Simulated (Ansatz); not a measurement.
Input, command and steps of an Ansatz relaxation.

```yaml
crystal:
  lattice:
    - [4.6935109705, 0.0, 0.0]
    - [0.0, 4.7301988725, 0.0]
    - [0.0, 0.0, 15.7937832742]
  atoms:
    - { symbol: Rb, position: [0.2500009625, 0.25, 0.8812417311] }
    - { symbol: Rb, position: [0.2499990375, 0.75, 0.3812417311] }
    - { symbol: Rb, position: [0.7500009625, 0.25, 0.6187582689] }
    - { symbol: Rb, position: [0.7499990375, 0.75, 0.1187582689] }
basis:
  ecutwfc: 420
kpoints:
  mp_grid: { grid: [12, 12, 4] }
hamiltonian:
  xc: pbesol
scf:
  occupations: { method: gaussian, width: 0.1 }
output:
  forces: true
  stress: true
  eigenvalues: true
relax:
  adjacent_minimum: "off"
  f_tol: 0.008
  max_steps: 40
  cell: { stress_tol: 0.015, fix: [a, angles] }
```

```bash
ansatz run input.yaml --threads 1 --pin off --max-ram 2560MiB --backend cpu --events-out ev --progress --plain --runs-dir out
```

The calculation used DFT PBEsol, scalar-relativistic, plane waves, PAW (Ansatz 0.2.0).

Of 4 frames 3 are shown, positions in Å and forces in eV/Å; the SCF threshold varies from step to step. Steps run on the plane waves of an earlier cell, with a Pulay correction in the pressure. The basis is chosen afresh for the last frame, the zero of the energies, and at times for earlier ones too; energy and pressure can step there, also at an unchanged geometry. Where two frames share a geometry here, they differ by under 2 meV/atom and 0.3 GPa.

```xyz
4
Lattice="4.6935 0.0000 0.0000 0.0000 4.7302 0.0000 0.0000 0.0000 15.7938" Properties=species:S:1:pos:R:3:forces:R:3 pbc="T T T" step=1 free_energy_over_end_meV_per_atom=0.46 pressure_GPa=0.05
Rb    1.1734    1.1825   13.9181    0.0000    0.0000    0.0042
Rb    1.1734    3.5476    6.0212    0.0000    0.0000    0.0042
Rb    3.5201    1.1825    9.7725    0.0000    0.0000   -0.0042
Rb    3.5201    3.5476    1.8756    0.0000    0.0000   -0.0042
4
Lattice="4.6935 0.0000 0.0000 0.0000 4.7241 0.0000 0.0000 0.0000 15.8100" Properties=species:S:1:pos:R:3:forces:R:3 pbc="T T T" step=2 free_energy_over_end_meV_per_atom=0.38 pressure_GPa=0.05
Rb    1.1734    1.1810   13.9328    0.0000    0.0000    0.0034
Rb    1.1734    3.5431    6.0279    0.0000    0.0000    0.0034
Rb    3.5201    1.1810    9.7821    0.0000    0.0000   -0.0034
Rb    3.5201    3.5431    1.8771    0.0000    0.0000   -0.0034
4
Lattice="4.6935 0.0000 0.0000 0.0000 4.6601 0.0000 0.0000 0.0000 15.9857" Properties=species:S:1:pos:R:3:forces:R:3 pbc="T T T" step=4 free_energy_over_end_meV_per_atom=0.00 pressure_GPa=0.05
Rb    1.1734    1.1650   14.0860    0.0000    0.0000   -0.0005
Rb    1.1734    3.4951    6.0931    0.0000    0.0000   -0.0005
Rb    3.5201    1.1650    9.8926    0.0000    0.0000    0.0005
Rb    3.5201    3.4951    1.8997    0.0000    0.0000    0.0005
```

Time: 3.1 min on 1 thread of Arm Neoverse V1 (shared host), peak memory 1.1 GiB.